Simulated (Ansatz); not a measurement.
# What a change of settings does: Sb (fcc type)

First run: DFT, PBE, all-electron LAPW, scalar-relativistic (Ansatz 0.2.0).

Command: `ansatz run input.yaml --threads 2 --pin off --max-ram 4096MiB --backend cpu --events-out ev --progress --plain --runs-dir out` It took 11 s on 2 threads of Intel(R) Xeon(R) Platinum 8488C (Sapphire Rapids), on a shared host, peak memory 0.44 GiB.

```yaml
crystal:
  lattice:
    - [0.0, 2.3962708736, -2.3962708736]
    - [-2.3962708736, 0.0, 2.3962708736]
    - [4.7925417473, 4.7925417473, 4.7925417473]
  atoms:
    - { symbol: Sb, position: [0.0, 0.0, 0.0] }
    - { symbol: Sb, position: [0.333333333, 0.666666667, 0.333333333] }
    - { symbol: Sb, position: [0.666666667, 0.333333333, 0.666666667] }
kpoints:
  mp_grid: { grid: [11, 11, 4] }
scf:
  occupations: { method: fermi_dirac, width: 0.1 }
hamiltonian:
  xc: pbe
  pseudopotentials: { kind: all_electron, lapw: { basis_error: 0.001 } }
output:
  forces: true
  stress: true
  eigenvalues: true
```

The cell comes from a relaxation on PAW files under the same functional, begun from a prototype that needn't be the stable phase.

This run: bulk in the slab's orientation.

It converges in 7 SCF iterations at a pressure of -0.13 GPa.

The input is then changed:

```diff
+  symmetry: { detect: false }
 kpoints:
   occupations: { method: fermi_dirac, width: 0.1 }
+  mixing: { algorithm: broyden, beta: 0.5, ndim: 4 }
 hamiltonian:
```

Task: Predict the outcome of the changed run.

Result: It converges in 8 SCF iterations at a pressure of -0.13 GPa.
